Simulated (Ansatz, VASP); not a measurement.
**Two plane-wave programs on NiSb (Breithauptite)**

INCAR

```
SYSTEM = NiSb
PREC = Accurate
ENCUT = 520
EDIFF = 1E-7
ISMEAR = -1
SIGMA = 0.05
LREAL = .FALSE.
LASPH = .TRUE.
NELM = 100
ALGO = Normal
ISIF = 2
LWAVE = .FALSE.
LCHARG = .FALSE.
ISPIN = 2
MAGMOM = 0 0 1 1
LORBIT = 11
LMAXMIX = 4
GGA = PE
NBANDS = 27
```

The input KPOINTS:

```
Automatic mesh
0
G
  8 8 5
  0 0 0
```

Contents of POSCAR:

```
NiSb
1.0
    3.8749124112      0.0000000000      0.0000000000
   -1.9374562056      3.3557725856      0.0000000000
    0.0000000000      0.0000000000      5.0508023282
Sb Ni
2 2
Direct
    0.6666666667      0.3333333333      0.7500000000
    0.3333333333      0.6666666667      0.2500000000
    0.0000000000      0.0000000000      0.5000000000
    0.0000000000      0.0000000000      0.0000000000
```

File input.yaml:

```yaml
crystal:
  lattice:
    - [3.8749124112, 0.0, 0.0]
    - [-1.9374562056, 3.3557725856, 0.0]
    - [0.0, 0.0, 5.0508023282]
  atoms:
    - { symbol: Sb, position: [0.6666666667, 0.3333333333, 0.75] }
    - { symbol: Sb, position: [0.3333333333, 0.6666666667, 0.25] }
    - { symbol: Ni, position: [0.0, 0.0, 0.5], spin: 1.0 }
    - { symbol: Ni, position: [0.0, 0.0, 0.0], spin: 1.0 }
hamiltonian:
  xc: pbe
  pseudopotentials: { kind: paw }
magnetization:
  spin_polarized: true
kpoints:
  mp_grid: { grid: [8, 8, 5] }
scf:
  occupations: { method: fermi_dirac, width: 0.05 }
output:
  forces: true
  stress: true
  eigenvalues: true
```

Change from the starting cell: volume scaled by 0.96.

Alike in both runs: task single point; functional PBE; k mesh 8 × 8 × 5; occupations fermi-dirac, width 0.05 eV; collinear spin, ferromagnetic start.

```csv
,VASP,Ansatz
version,VASP 6.6.1,Ansatz 0.2.0
potentials or method,"VASP PAW PBE potentials, release 64 (Sb, Ni)",Ansatz PAW
plane-wave cutoff (eV),520,420
valence electrons in the cell,30,66
```

Ansatz gave:

* gap on the k mesh at the Fermi level (eV): none
* pressure (GPa): 9.6
* largest component of the traceless stress (GPa): 0.57
* net moment per atom (μB): 0.00

**Question.** What did VASP give for the same quantities?

**Answer.** gap on the k mesh at the Fermi level (eV): none; pressure (GPa): 9.4; largest component of the traceless stress (GPa): 0.44; net moment per atom (μB): 0.00.

A gap of «none» marks a metal or a gap that the smearing closes. The two sets of potentials don't hold the same shells in valence.

Caveats: the starting moments weren't kept (Ansatz). The runs have no spin-orbit coupling, so splittings on Sb are missing.
